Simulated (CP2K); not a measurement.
# Ir (Fm-3m) in CP2K: notebook

One crystal, Ir, is run at these levels: PBEsol+rVV10, PBEsol+D3(BJ)+ATM; tasks: single point.

Program: CP2K 2026.2. These are calculated values, not measurements. Logs are shortened: lines on timing, memory, paths and dates and some standing lists are left out, and cuts for length are marked.

## 1. Starting point

The structure is cubic, space group Fm-3m (No. 225). Conventional cell: a = 3.831 Å, b = 3.831 Å, c = 3.831 Å, α = 90.00°, β = 90.00°, γ = 90.00°. Ir (site symmetry m-3m) has 12 Ir at 2.71 Å as nearest neighbours.

## 2. Single point, PBEsol+rVV10

The input, ir_scf.inp:

```
&GLOBAL
  PROJECT ir_scf
  RUN_TYPE ENERGY_FORCE
  PRINT_LEVEL LOW
&END GLOBAL
&FORCE_EVAL
  METHOD QS
  STRESS_TENSOR ANALYTICAL
  &DFT
    BASIS_SET_FILE_NAME BASIS_MOLOPT_UZH
    POTENTIAL_FILE_NAME POTENTIAL_UZH
    &MGRID
      CUTOFF 450
      REL_CUTOFF 60
      NGRIDS 5
    &END MGRID
    &QS
      METHOD GPW
      EPS_DEFAULT 1.0E-9
    &END QS
    &KPOINTS
      SCHEME MONKHORST-PACK 12 12 12
      GAMMA_CENTERED T
      SYMMETRY T
      SYMMETRY_BACKEND SPGLIB
    &END KPOINTS
    &SCF
      SCF_GUESS ATOMIC
      EPS_SCF 1.0E-6
      MAX_SCF 100
      ADDED_MOS 11
      CHOLESKY OFF
      EPS_EIGVAL 1.0E-7
      &DIAGONALIZATION ON
        ALGORITHM STANDARD
      &END DIAGONALIZATION
      &MIXING ON
        METHOD BROYDEN_MIXING
        ALPHA 0.4
        BETA 1.5
        NBUFFER 8
      &END MIXING
      &SMEAR ON
        METHOD FERMI_DIRAC
        ELECTRONIC_TEMPERATURE [K] 580.226
      &END SMEAR
    &END SCF
    &XC
      &XC_FUNCTIONAL
        &GGA_X_PBE_SOL
        &END GGA_X_PBE_SOL
        &GGA_C_PBE_SOL
        &END GGA_C_PBE_SOL
      &END XC_FUNCTIONAL
      &VDW_POTENTIAL
        POTENTIAL_TYPE NON_LOCAL
        &NON_LOCAL
          TYPE RVV10
          PARAMETERS 20.0 0.0093
          KERNEL_FILE_NAME rVV10_kernel_table.dat
          CUTOFF 300
        &END NON_LOCAL
      &END VDW_POTENTIAL
    &END XC
    &PRINT
      &KPOINTS ON
      &END KPOINTS
      &MULLIKEN ON
      &END MULLIKEN
      &MO ON
        ENERGIES T
        OCCUPATION_NUMBERS T
        &EACH
          QS_SCF 0
        &END EACH
        ADD_LAST NUMERIC
      &END MO
    &END PRINT
  &END DFT
  &SUBSYS
    &CELL
      A 2.7090675001 0.0000000000 0.0000000000
      B 1.3545337500 2.3461212756 0.0000000000
      C 1.3545337500 0.7820404252 2.2119443513
      PERIODIC XYZ
    &END CELL
    &COORD
      SCALED
      Ir  0.0000000000 0.0000000000 0.0000000000
    &END COORD
    &KIND Ir
      BASIS_SET TZVP-MOLOPT-PBE-GTH-q17
      POTENTIAL GTH-PBE-q17
    &END KIND
    &PRINT
      &ATOMIC_COORDINATES ON
      &END ATOMIC_COORDINATES
      &CELL ON
      &END CELL
    &END PRINT
  &END SUBSYS
  &PRINT
    &FORCES ON
    &END FORCES
    &STRESS_TENSOR ON
    &END STRESS_TENSOR
  &END PRINT
&END FORCE_EVAL
```

Potentials or basis: POTENTIAL_UZH Ir GTH-PBE-q17; TZVP-MOLOPT-PBE-GTH basis.

Launch:

```console
$ OMP_NUM_THREADS=1 cp2k.psmp -i ir_scf.inp -o ir_scf.out
```

ir_scf.out:

```text

 CP2K| version string:                                       CP2K version 2026.2
 CP2K| Input file name                                                ir_scf.inp

 GLOBAL| Force Environment number                                              1
 GLOBAL| Basis set file name                                    BASIS_MOLOPT_UZH
 GLOBAL| Potential file name                                       POTENTIAL_UZH
 GLOBAL| MM Potential file name                                     MM_POTENTIAL
 GLOBAL| Coordinate file name                                      __STD_INPUT__
 GLOBAL| Method name                                                        CP2K
 GLOBAL| Project name                                                     ir_scf
 GLOBAL| Run type                                                   ENERGY_FORCE
 GLOBAL| FFT library                                                       FFTW3
[... 8 lines left out ...]
 GLOBAL| CPU model name                                                  UNKNOWN

 CELL| Volume [angstrom^3]:                                            14.058678
 CELL| Vector a [angstrom]:       2.709     0.000     0.000   |a| =     2.709068
 CELL| Vector b [angstrom]:       1.355     2.346     0.000   |b| =     2.709068
 CELL| Vector c [angstrom]:       1.355     0.782     2.212   |c| =     2.709068
 CELL| Angle (b,c), alpha [degree]:                                    60.000000
 CELL| Angle (a,c), beta  [degree]:                                    60.000000
 CELL| Angle (a,b), gamma [degree]:                                    60.000000
 CELL| Numerically orthorhombic:                                              NO
 CELL| Periodicity                                                           XYZ

 CELL_REF| Volume [angstrom^3]:                                        14.058678
 CELL_REF| Vector a [angstrom     2.709     0.000     0.000   |a| =     2.709068
 CELL_REF| Vector b [angstrom     1.355     2.346     0.000   |b| =     2.709068
 CELL_REF| Vector c [angstrom     1.355     0.782     2.212   |c| =     2.709068
 CELL_REF| Angle (b,c), alpha [degree]:                                60.000000
 CELL_REF| Angle (a,c), beta  [degree]:                                60.000000
 CELL_REF| Angle (a,b), gamma [degree]:                                60.000000
 CELL_REF| Numerically orthorhombic:                                          NO
 CELL_REF| Periodicity                                                       XYZ
[... 9 lines left out ...]
 TOTAL NUMBERS AND MAXIMUM NUMBERS

  Total number of            - Atomic kinds:                                   1
                             - Atoms:                                          1
                             - Shell sets:                                     1
                             - Shells:                                        11
                             - Primitive Cartesian functions:                  7
                             - Cartesian basis functions:                     41
                             - Spherical basis functions:                     35

  Maximum angular momentum of- Orbital basis functions:                        3
                             - Local part of the GTH pseudopotential:          2
                             - Non-local part of the GTH pseudopotential:      4

[... 94 lines left out ...]
 SCF WAVEFUNCTION OPTIMIZATION

  Step     Update method      Time    Convergence         Total energy    Change
  ------------------------------------------------------------------------------
     1 NoMix/Diag. 0.40E+00   10.4     0.53526455      -105.6190744484 -1.06E+02
     2 Broy./Diag. 0.40E+00    7.4     0.01502683      -105.7693603241 -1.50E-01
     3 Broy./Diag. 0.40E+00    7.3     0.02029027      -105.3308813471  4.38E-01
     4 Broy./Diag. 0.40E+00    7.4     0.00347306      -105.0636533947  2.67E-01
     5 Broy./Diag. 0.40E+00    7.3     0.00038256      -105.0759932152 -1.23E-02
     6 Broy./Diag. 0.40E+00    7.3     0.00027234      -105.0736790390  2.31E-03
     7 Broy./Diag. 0.40E+00    7.4     0.00003827      -105.0734760408  2.03E-04
     8 Broy./Diag. 0.40E+00    7.3     0.00002099      -105.0730761367  4.00E-04
     9 Broy./Diag. 0.40E+00    7.3     0.00000213      -105.0731541369 -7.80E-05
    10 Broy./Diag. 0.40E+00    7.3     0.00000094      -105.0731394874  1.46E-05

  *** SCF run converged in    10 steps ***

  Electronic density on regular grids:        -16.9999999976        0.0000000024
  Core density on regular grids:               16.9999999892       -0.0000000108
  Total charge density on r-space grids:       -0.0000000084
  Total charge density g-space grids:          -0.0000000084

  Overlap energy of the core charge distribution:               0.00000000045603
  Self energy of the core charge distribution:               -159.66230579087645
  Core Hamiltonian energy:                                     35.44672827962806
  Hartree energy:                                              29.64489648371505
  Exchange-correlation energy:                                -10.50720692637220
  Dispersion energy:                                            0.00491399142622
  Electronic entropic energy:                                  -0.00016552446434
  Fermi energy:                                                 0.67319440674118

  Total energy:                                              -105.07313948740494
  Total energy (extrapolated to T->0):                       -105.07305672517278

 MO| EIGENVALUES AND OCCUPATION NUMBERS FOR K POINT 1
 MO|
 MO|  Index      Eigenvalue [a.u.]        Eigenvalue [eV]             Occupation
 MO|      1              -2.731230             -74.320541               2.000000
 MO|      2              -1.177125             -32.031192               2.000000
 MO|      3              -1.152534             -31.362058               2.000000
 MO|      4              -1.152534             -31.362058               2.000000
 MO|      5               0.367141               9.990409               2.000000
 MO|      6               0.525708              14.305237               2.000000
[... 350 lines left out ...]
 MO|     19               2.114826              57.547338               0.000000
 MO|     20               2.140009              58.232604               0.000000
 MO| Sum:                                                              17.999998
 MO| E(Fermi):            0.673194 a.u.         18.318551 eV

 [... the levels of further k-points ...]

 !-----------------------------------------------------------------------------!
                     Mulliken Population Analysis

 #  Atom  Element  Kind  Atomic population                           Net charge
       1     Ir       1         17.000000                             -0.000000
 # Total charge                             17.000000                 -0.000000

 !-----------------------------------------------------------------------------!

 ENERGY| Total FORCE_EVAL ( QS ) energy [hartree]           -105.073151053775021

 FORCES| Atomic forces [hartree/bohr]
 FORCES|   Atom     x               y               z               |f|
 FORCES|      1 -9.15487785E-15 -8.60973311E-16  1.73347370E-14   1.96225933E-14
 FORCES| Sum    -9.15487785E-15 -8.60973311E-16  1.73347370E-14
 FORCES| Total atomic force                                       1.96225933E-14

 STRESS| Analytical stress tensor [bar]
 STRESS|                        x                   y                   z
 STRESS|      x       -2.77705172516E+04   2.07859796309E-01   1.14471963238E-01
 STRESS|      y        2.07859796309E-01  -2.77709649390E+04   2.90825306672E-02
 STRESS|      z        1.14471963238E-01   2.90825306672E-02  -2.77707885543E+04
 STRESS| 1/3 Trace                                            -2.77707569150E+04
 STRESS| Determinant                                          -2.14172226147E+13

 STRESS| Eigenvectors and eigenvalues of the analytical stress tensor [bar]
 STRESS|                        1                   2                   3
 STRESS| Eigenvalues  -2.77710474877E+04  -2.77708230233E+04  -2.77704002339E+04
 STRESS|      x          -0.375898806082     -0.245881310008      0.893444161084
 STRESS|      y           0.924561578643     -0.164375360392      0.343753731898
 STRESS|      z           0.062337588049      0.955260761407      0.289120913861
```

It took 93 s on 1 thread of Arm Neoverse V2, shared host; peak memory 0.31 GiB.

What came out:

- Free energy: -2859.1858 eV
- Pressure: -2.8 GPa
- Band gap on the k mesh: none (metal or under the smearing width)

Levels at points of the mesh, in eV from the Fermi level:
```csv
k point,band 6,band 7,band 8,band 9,band 10,band 11
"(0.00, 0.00, 0.00)",-4.00,-4.00,-4.00,-1.22,-1.22,13.96
"(0.00, 0.00, 0.50)",-4.11,-4.11,-1.05,0.92,0.92,7.29
"(0.00, 0.50, 0.50)",-7.55,0.90,1.38,1.51,1.51,10.54
```

Caveat: the potentials were made for another functional, which shifts forces and pressure; the basis of atomic orbitals isn't converged, which shifts pressures, moduli and gaps; pairwise dispersion overbinds metals, which lowers pressure and volume. Spin-orbit coupling is left out, which matters for the levels of Ir.

## 3. Single point, PBEsol+D3(BJ)+ATM

Changes to ir_scf.inp since step 2:

```diff
@@ -55,9 +55,11 @@
       &VDW_POTENTIAL
-        POTENTIAL_TYPE NON_LOCAL
-        &NON_LOCAL
-          TYPE RVV10
-          PARAMETERS 20.0 0.0093
-          KERNEL_FILE_NAME rVV10_kernel_table.dat
-          CUTOFF 300
-        &END NON_LOCAL
+        POTENTIAL_TYPE PAIR_POTENTIAL
+        &PAIR_POTENTIAL
+          TYPE DFTD3(BJ)
+          REFERENCE_FUNCTIONAL PBEsol
+          PARAMETER_FILE_NAME dftd3.dat
+          R_CUTOFF 20
+          CALCULATE_C9_TERM T
+          REFERENCE_C9_TERM T
+        &END PAIR_POTENTIAL
       &END VDW_POTENTIAL
```

Potentials or basis: POTENTIAL_UZH Ir GTH-PBE-q17; TZVP-MOLOPT-PBE-GTH basis.

Launch:

```console
$ OMP_NUM_THREADS=1 cp2k.psmp -i ir_scf.inp -o ir_scf.out
```

ir_scf.out:

```text

 CP2K| version string:                                       CP2K version 2026.2
 CP2K| Input file name                                                ir_scf.inp

 GLOBAL| Force Environment number                                              1
 GLOBAL| Basis set file name                                    BASIS_MOLOPT_UZH
 GLOBAL| Potential file name                                       POTENTIAL_UZH
 GLOBAL| MM Potential file name                                     MM_POTENTIAL
 GLOBAL| Coordinate file name                                      __STD_INPUT__
 GLOBAL| Method name                                                        CP2K
 GLOBAL| Project name                                                     ir_scf
 GLOBAL| Run type                                                   ENERGY_FORCE
 GLOBAL| FFT library                                                       FFTW3
[... 8 lines left out ...]
 GLOBAL| CPU model name                                                  UNKNOWN

 CELL| Volume [angstrom^3]:                                            14.058678
 CELL| Vector a [angstrom]:       2.709     0.000     0.000   |a| =     2.709068
[... 538 lines left out ...]
       1     Ir       1         17.000000                              0.000000
 # Total charge                             17.000000                  0.000000

 !-----------------------------------------------------------------------------!

 ENERGY| Total FORCE_EVAL ( QS ) energy [hartree]           -105.102051097125425

 FORCES| Atomic forces [hartree/bohr]
 FORCES|   Atom     x               y               z               |f|
 FORCES|      1 -1.70490256E-14 -1.00599463E-14  1.70252309E-14   2.61099652E-14
 FORCES| Sum    -1.70490256E-14 -1.00599463E-14  1.70252309E-14
 FORCES| Total atomic force                                       2.61099652E-14

 STRESS| Analytical stress tensor [bar]
 STRESS|                        x                   y                   z
 STRESS|      x       -8.44019736562E+04   1.24805562715E-01   5.58812665224E-02
 STRESS|      y        1.24805562715E-01  -8.44023251440E+04  -4.14971556825E-03
 STRESS|      z        5.58812665224E-02  -4.14971556825E-03  -8.44021248786E+04
 STRESS| 1/3 Trace                                            -8.44021412263E+04
 STRESS| Determinant                                          -6.01257343334E+14

 STRESS| Eigenvectors and eigenvalues of the analytical stress tensor [bar]
 STRESS|                        1                   2                   3
 STRESS| Eigenvalues  -8.44023668108E+04  -8.44021363064E+04  -8.44019205617E+04
 STRESS|      x          -0.312782210405     -0.209142139491      0.926513278018
 STRESS|      y           0.945695965850     -0.159426685416      0.283270669419
 STRESS|      z           0.088467107051      0.964801895451      0.247650708667
```

Wall time 1.8 min (1 thread of Arm Neoverse V2, shared host); peak memory 0.29 GiB.

What came out:

| Property | Result |
| --- | --- |
| Free energy | -2859.9723 eV |
| Pressure | -8.4 GPa |
| Band gap on the k mesh | none (metal or under the smearing width) |

Caveat: the potentials were made for another functional, which shifts forces and pressure; the basis of atomic orbitals isn't converged, which shifts pressures, moduli and gaps; pairwise dispersion overbinds metals, which lowers pressure and volume.
